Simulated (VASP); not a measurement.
HfC, 2 atoms in the cell. The structure is cubic, space group Fm-3m (No. 225). Conventional cell: a = 4.650 Å, b = 4.650 Å, c = 4.650 Å, α = 90.00°, β = 90.00°, γ = 90.00°. Hf (site symmetry m-3m) has 6 C at 2.33 Å as nearest neighbours. C (site symmetry m-3m) is surrounded by 6 Hf at 2.33 Å. 

```yaml
Program: VASP 6.6.1
Task: relaxation of cell and atoms
Functional: r2SCAN
Potentials_or_basis: VASP PAW PBE potentials, release 64 (Hf_pv, C)
Cutoff: 600 eV
k_mesh: 14 × 14 × 14
Occupations: methfessel-paxton, width 0.1 eV
Spin: no spin polarisation
Further_INCAR_settings: ALGO = Normal; EDIFF = 1e-06; IBRION = 2; EDIFFG = -0.01; NSW = 90; ISIF = 3
```

Potentials or basis: VASP PAW PBE potentials, release 64 (Hf_pv, C).

Launch:

```console
$ cat potpaw_PBE.64/Hf_pv/POTCAR potpaw_PBE.64/C/POTCAR > POTCAR
$ mpirun -np 1 vasp_std > vasp.out
```

Hardware: 1 thread of AMD EPYC 7R13 Processor (Zen 3), with other jobs on the host.

Q: Estimate the wall time of this run.

A: Run time: 7.8 min on 1 thread of AMD EPYC 7R13 Processor (Zen 3), with other jobs on the host, peak memory 0.17 GiB. Counts: scf iterations 45, k points 104, ion steps 3.
